*How many separate results do the 24 frequencies below contain?* A phonon is a vibration shared by the whole crystal, and its wave vector tells how the motion changes from one atom to the next. The column "phonon q row" numbers the eight wave vectors. In units of the reciprocal lattice vectors of the primitive cell they are, in order, (0, 0, 0), (0, 0, 0.5), (0, 0.5, 0), (0, 0.5, 0.5), (0.5, 0, 0), (0.5, 0, 0.5), (0.5, 0.5, 0) and (0.5, 0.5, 0.5). Iridium has one atom per primitive cell, which can move in three directions, so each wave vector has three modes.

Phonon frequencies of fcc iridium, computed with GPAW 26.7.0 using the vdW-DF-cx functional, PAW data sets and a 600 eV plane-wave cutoff, without spin polarisation or spin–orbit coupling. Forces come from 0.02 Å displacements in a 2×2×2 supercell of the unrelaxed primitive cell, with a 6×6×6 k mesh and 0.05 eV Fermi–Dirac smearing. Imaginary frequencies would appear as negative.

```csv
row,phonon q row (row),phonon frequency (cm⁻¹)
1,1,0.00
2,1,0.00
3,1,0.00
4,2,122.10
5,2,122.10
6,2,212.60
7,3,122.10
8,3,122.10
9,3,212.60
10,4,154.20
11,4,154.20
12,4,212.20
13,5,122.10
14,5,122.10
15,5,212.60
16,6,154.20
17,6,154.20
18,6,212.20
19,7,154.20
20,7,154.20
21,7,212.20
22,8,122.10
23,8,122.10
24,8,212.60
```

The first wave vector, called Γ, moves the whole crystal as a rigid body; no bond changes its length, and the three frequencies are zero. Wave vectors 2, 3, 5 and 8 are the same point, L, seen along different body diagonals of the cubic cell. Wave vectors 4, 6 and 7 are likewise the point X, seen along different cube edges. Their agreement follows from the cubic symmetry and doesn't confirm any value, so only four distinct nonzero frequencies remain.

*What moves in these four vibrations?* At L and at X the crystal behaves as a stack of flat atomic planes, each moving against the planes next to it. In the longitudinal mode the planes move along the stacking direction, towards and away from each other. In the two transverse modes they slide sideways, and symmetry gives both the same frequency. The pair in the table is therefore transverse and the single value longitudinal: 122.1 and 212.6 cm⁻¹ at L, 154.2 and 212.2 cm⁻¹ at X.

*Why is sliding slower than squeezing, and why does only sliding depend on the direction of stacking?* A simpler system gives most of the answer: balls joined by springs, each spring running from an atom to one of its twelve nearest neighbours and resisting only a change of length. A spring works only if its two ends move differently, so neighbours in the same plane drop out. At L this leaves six working springs, at X eight. The six at L stand more steeply between their planes, and steepness makes up for number.

The count can be done by hand. A spring contributes to the stiffness in proportion to the squared cosine of its angle to the motion. For the longitudinal mode this squared cosine is 2/3 at L and 1/2 at X, and the sums are equal:

$$6\times\tfrac{2}{3}=4,\qquad 8\times\tfrac{1}{2}=4.$$

What is left of each spring's squared cosine, 1/3 at L and 1/2 at X, is shared by two sideways directions. One transverse mode therefore gets

$$6\times\tfrac{1}{6}=1\ \text{at L},\qquad 8\times\tfrac{1}{4}=2\ \text{at X}.$$

Squeezing meets the same resistance in both stackings, whereas sliding meets half as much at L as at X. The table shows this pattern in outline, with sliding at L somewhat stiffer than the count gives.

*How well do the springs do in numbers?* A frequency grows as $\sqrt{\kappa/M}$, where $\kappa$ is the summed stiffness and $M$ the atomic mass. At L the transverse frequency should thus be $\sqrt{1/4}$ of the longitudinal one:

$$212.6\ \text{cm}^{-1}\times\tfrac{1}{2}=106.3\ \text{cm}^{-1}.$$

The computed value is 122.1 cm⁻¹, so the estimate is 13% too low. At X the factor is $\sqrt{2/4}$, and the estimate falls short of the computed frequency by only 3%. The transverse values played no part in making these estimates; each uses only the longitudinal frequency at the same point, as the printed output after this text shows.

*What do the springs leave out?* The iridium of the calculation resists sliding more than they allow, above all at L. An obvious repair is a second set of springs, to the six next-nearest neighbours, one cube edge away. At X these neighbours move in step with the atom, and the new springs stay idle. At L they move against it, and because they lie along all three cube axes they stiffen every direction equally.

This repair can be held against the table. Stiffnesses add, and each contributes to the square of the frequency. The longitudinal mode at X, where the new springs are idle, fixes the strength of the old ones. The square of the transverse frequency at L then exceeds what the old springs give by $122.1^2-212.2^2/4$, about 3650 cm⁻². The new springs would have to supply this amount, and they would add just as much to the square of the longitudinal frequency at L. That mode would rise by about $3650/(2\times 212)$, between 8 and 9 cm⁻¹, above its value at X. The two longitudinal frequencies differ by only 0.4 cm⁻¹. Unless the unconverged mesh of electronic wave vectors hides a rise of that size, springs to second neighbours don't explain the extra stiffness by themselves. What is needed are forces that resist a sideways shift of neighbours or a change of bond angle, or forces of longer range. The partly filled d shell of iridium, with its directional bonding, is a plausible source, but these frequencies don't single it out.

*Which differences can be trusted?* The transverse modes at X lie 32 cm⁻¹ above those at L, a large gap for which the count of springs gives a reason. The 0.4 cm⁻¹ between the longitudinal modes deserves no explanation, because the forces are not converged with respect to the mesh of electronic wave vectors. A finer mesh could shift such a small difference or reverse it. The decimals in the table are thus digits of this particular calculation and not of the metal.

*Which settings would matter, and which would not?* A larger supercell should hardly change the frequencies at L and X, since both vibrations already fit into the doubled cell in which the forces were computed. It would add wave vectors in between, where the present calculation can only interpolate. That matters for stability: no frequency in the table is imaginary, but this shows only that the crystal resists the distortions at L and X, since the motion at Γ distorts nothing. A change of the lattice constant would act on L and X directly. The cell was used as supplied, without relaxation, and compressing a metal usually stiffens its bonds and raises its frequencies.

*What would change with another element?* Suppose first that only the mass changed. Half the mass with the same forces would multiply every nonzero frequency by $\sqrt{2}$, about 1.4, and leave the ratios between them untouched. A real exchange of elements alters the forces too, so mass alone doesn't predict the new frequencies. The spring ratios, 0.50 at L and 0.71 at X, contain neither the mass nor the strength of the springs. They are therefore a reasonable first guess for another metal with this crystal structure, and a clear departure from them is a sign of forces beyond simple springs between nearest neighbours.

Output of the analysis:

```
Modes at one wave vector: 3
Modes at the four L points together: 12
Modes at the three X points together: 9
Transverse frequency at L, 1/cm: 122.1
Longitudinal frequency at L, 1/cm: 212.6
Transverse frequency at X, 1/cm: 154.2
Longitudinal frequency at X, 1/cm: 212.2
Transverse frequency, X less L, 1/cm: 32.1
Longitudinal frequency, L less X, 1/cm: 0.4
Longitudinal less transverse at L, 1/cm: 90.5
Computed ratio transverse to longitudinal at L: 0.5743
Nearest-neighbour spring ratio at L: 0.5
Computed ratio transverse to longitudinal at X: 0.7267
Nearest-neighbour spring ratio at X: 0.7071
Transverse frequency at L estimated from the longitudinal one, 1/cm: 106.3
Transverse frequency at X estimated from the longitudinal one, 1/cm: 150
Computed less estimated transverse frequency at L, 1/cm: 15.8
Computed less estimated transverse frequency at X, 1/cm: 4.152
Squared-frequency lift at L needed by the transverse modes, 1/cm^2: 3651
Squared-frequency lift at L seen in the longitudinal mode, 1/cm^2: 169.9
Factor on every frequency if the mass is halved at equal forces: 1.414
```
